### Stiff one way, soft the other

Whether one elastic constant may stand for the resistance of this gallium phase to a change of shape depends on the direction in which the shape changes. The phase is the body-centred tetragonal one known from gallium under pressure, not the ordinary solid with its paired atoms. In the calculation its cell is made taller or flatter at constant volume. The axial ratio is the height-to-width ratio c/a divided by its starting value, and the energy change is counted from the starting cell.

Tetragonal Ga (I4/mmm, one atom per primitive cell), stretched or flattened along c at fixed volume from an unrelaxed cell with a = 2.808 Å and c = 4.458 Å. Ansatz 0.2.0, plane-wave PAW, scalar-relativistic PBEsol, no spin polarisation, cutoff 420 eV, 26×26×26 k mesh, Gaussian smearing 0.15 eV. Free energies are relative to the starting cell; pressure is positive in compression.

```tsv
axial ratio (over its starting value)	energy change (meV/atom)	pressure (GPa)
0.85	1.7	0.47
0.92	1.9	0.46
0.96	0.1	0.45
1.0	0.0	0.52
1.1	8.4	0.83
1.2	32.5	1.66
```

Making the cell flatter is almost free: down to an axial ratio of 0.85 the energy at the computed points stays within 2 meV per atom of the start. Making it taller costs 8.4 meV at 1.1 and 32.5 meV at 1.2. A spring that is equally stiff both ways does not behave like this. The reason is that a more symmetric crystal lies on the flat side of the path, and none lies within the scan on the tall side.

### Where the well lies

The stresses of the same runs show where the cell would like to be. When the axial ratio grows by a small fraction at fixed volume, two thirds of that fraction goes into extra height and one third is taken from each of the two widths. The energy therefore changes at the rate ⅔V(p_across − p_along), where V is the volume per atom and the two p are the compressive stresses across and along the axis. A negative rate means that the cell lowers its energy by growing taller.

The rate is negative at 0.96 and positive at 1.0, so the well has its bottom between these rows, near 0.983. The starting cell is thus slightly too tall and not fully relaxed. This explains why the two rows are practically tied: they stand on opposite slopes of the same shallow well. Their difference of 0.1 meV changes sign when the energies are extrapolated to zero smearing, so their order has no meaning.

The change of the rate between these two rows also gives the curvature of the well, K ≈ 1150 meV per atom for the squared logarithm of the axial ratio. A symmetric well with this curvature predicts 7.1 meV at 1.1, somewhat below the table. At 0.92 it is still close, with 2.3 meV against 1.9. At 0.85 it predicts about 12 meV, where the full calculation gives 1.7 meV. The spring picture is tolerable on the tall side, but at 0.85 it is wrong by a factor of seven.

### Why the flat side levels off

A body-centred tetragonal lattice with c/a = √2 is the face-centred cubic lattice seen along turned axes. On this path that happens at an axial ratio of 0.891, between the rows 0.85 and 0.92. In a cubic crystal the stress is the same along all three cube axes, so p_across equals p_along and the rate above is zero. This follows from symmetry alone, whatever the metal or the functional.

The energy curve is therefore level in at least two places: at the bottom of the well and at the cubic shape. It starts to climb as the cell is flattened, but it has to level off again before it has gone far. A spring knows only the first of these places and goes on climbing.

Symmetry does not say how high the climb is, but a short estimate gives its likely size. Let s be the logarithmic distance from the bottom of the well towards the cubic shape, and L the full distance between the two. The simplest slope that vanishes at both ends and has the right curvature at the bottom is K·s·(1 − s/L). Adding it up from 0 to L gives a height of K·L²/6:

- L = ln(0.983/0.891) ≈ 0.098
- height = 1150 × 0.098²/6 ≈ 1.8 meV per atom

The cubic shape itself was not computed, but the rows on either side of it lie at 1.7 and 1.9 meV, so the estimate has a plausible size. It uses the stresses at 0.96 and 1.0 and the position of the cubic shape, but no energy from the table. It holds only between the two level points: continued to 1.1, the same curve would give about 13 meV in place of 8.4. It also treats the cubic shape as the top of the climb, which symmetry does not require. That the energy is still low at 0.85, beyond the cubic shape, is a result of the runs: a level point nearby makes it plausible but does not enforce it.

### A possible second well

Symmetry makes the curve level at the cubic shape, but leaves open whether that point is a top or a bottom. The stresses add a clue. At 0.85 and at 0.92, on either side of the cubic shape, the energy falls as the cell grows taller. If the slope simply changes sign at the cubic shape, it has to change sign once more between these rows, and the curve then has both a small dip and a small hump there.

The odd order of the two energies fits this reading. The row at 0.92 lies 0.2 meV above the one at 0.85, although the curve runs downhill at both, so it would have to rise somewhere in between. Yet the whole feature is of the order of 1 meV, and between 0.92 and 0.96 the energy step differs by nearly as much from the one obtained by averaging the slopes at its two ends. A second well near the cubic shape is therefore a hint and not a result. Points at 0.891 and close to it, repeated with a finer mesh and less smearing, would be the test.

### Why the tall side is steep

On the tall side no cubic shape comes to the rescue, and the atoms are crowded sideways. Each atom has four neighbours in its own layer and eight in the layers above and below. From the start to a ratio of 1.2, the four contacts shorten from 2.81 to 2.64 Å, while the eight lengthen. The simplest picture is a repulsion between neighbours that grows ever faster as they approach, so that the shortened contacts cost more than the lengthened ones give back. The runs do not separate such a repulsion from the other parts of the energy, so this is an interpretation.

The stresses show the resistance directly, whatever its origin. At 1.2 the cell pushes outward across the axis with 3.7 GPa and pulls inward along it with 2.4 GPa. The mean pressure rises as well, from 0.52 GPa at the start to 1.66 GPa, although the volume is unchanged. A crystal held at this shape would therefore tend to swell as well as to return to its former proportions.

The rise in pressure also tells how the cost of the distortion depends on volume. Pressure is the rate at which energy grows on compression, so the extra pressure is the rate at which the distortion energy grows. For both tall rows this energy varies roughly as the inverse fourth power of the volume. If all distances shrink together, that is an inverse twelfth power of distance, a steepness that a short-range repulsion could give. In a metal the electrostatic energy of the ions and the energy of the electrons also change with the shape, so the power alone does not identify the cause.

### What repulsion leaves out

A steep repulsion alone would make the cubic shape, with its twelve equal contacts, the best one on this part of the path: on leaving it, the contacts that shorten cost more than the others give back. An inverse-twelfth-power repulsion, with its strength and a constant fitted to the energies of all six rows, reproduces the steep rise only in outline: it puts the row at 1.1 about 3.9 meV too high. It also places the starting cell about 3 meV above the row at 0.92, whereas the table has it 1.9 meV below. If this rough model is sound, some other contribution of a few meV favours the taller cell.

The likely source is the energy of the conduction electrons. Gallium has three outer electrons per atom, and in such metals the highest filled states lie close to energies where the lattice opens gaps. A departure from cubic symmetry shifts these gaps and can lower some filled states. That is a familiar reason for a metal to prefer a tetragonal shape, but here it remains a conjecture, since neither bands nor densities of states have been examined.

### Consequences for use

For changes of shape of about two per cent around the relaxed cell, one elastic constant should be a fair description. At 0.92 it still gives nearly the right energy, but a restoring stress that is far too large. For a stretch to 1.2 it underestimates the energy by about 30 % of the computed value, and for flattening to 0.85 it is useless. On the flat side the energy hardly fixes the shape at all, so small stresses, temperature or the choice of functional may shift the preferred c/a noticeably. The runs also combined PBEsol with PAW datasets made for PBE, a mismatch that may matter for energy differences as small as these.

The same reasoning can be tried on any body-centred tetragonal metal with one atom in its primitive cell. First find where c/a equals √2 or 1, the face-centred and body-centred cubic shapes, because the energy curve must be level there. If one of them lies close to the well, expect the curve to soften on that side; how it runs on the other side needs its own calculation. Symmetry fixes only the position of the level point; its height and whether it is a second well have to be calculated.

The printed analysis below lists the contact lengths, the differences between the stresses across and along the axis, the energies predicted by the spring and the fit of the repulsion model.

Output of the analysis:

```
Shape and stress:
   row    c/a  four contacts A  eight contacts A  across less along GPa  slope meV per ln ratio
  0.85  1.349            2.964             2.897                -0.2301                  -16.83
  0.92  1.461            2.887             2.935                -0.2186                  -15.99
  0.96  1.524            2.846             2.959                -0.3677                   -26.9
   1.0  1.588            2.808             2.985                 0.2742                   20.06
   1.1  1.746             2.72             3.056                  2.198                   160.8
   1.2  1.905            2.642             3.135                  6.069                     444
Energies in meV:
   row  harmonic well  its miss  zero smearing  step in table  step from stresses
  0.85          11.93     10.23          1.826            n/a                 n/a
  0.92          2.326    0.4263          2.071            0.2              -1.299
  0.96         0.1397   0.03971        -0.0897           -1.8             -0.9127
   1.0              0         0              0           -0.1             -0.1397
   1.1          7.136    -1.264          8.435            8.4               8.618
   1.2          22.77    -9.725          32.46           24.1               26.31
fit of energy_change on 6 rows: constant -83.53 +/- 9.8, coefficient of crowd 82.65 +/- 8.8; rms 2.41, worst 1.1 3.89, leave-one-out rms 6.48
Axial ratio at which the lattice is fcc: 0.8908
Axial ratio of the minimum from the stresses: 0.9827
c/a of that minimum: 1.56
Depth of that minimum below row 1.0 in meV: 0.1748
Energy at 1.2 over energy at 0.85: 19.12
Power of inverse volume for the distortion energy at 1.1: 4.049
Power of inverse volume for the distortion energy at 1.2: 3.849
Row 1.0 less row 0.92 from repulsion alone in meV: 2.923
Row 1.0 less row 0.92 in the table in meV: -1.9
```
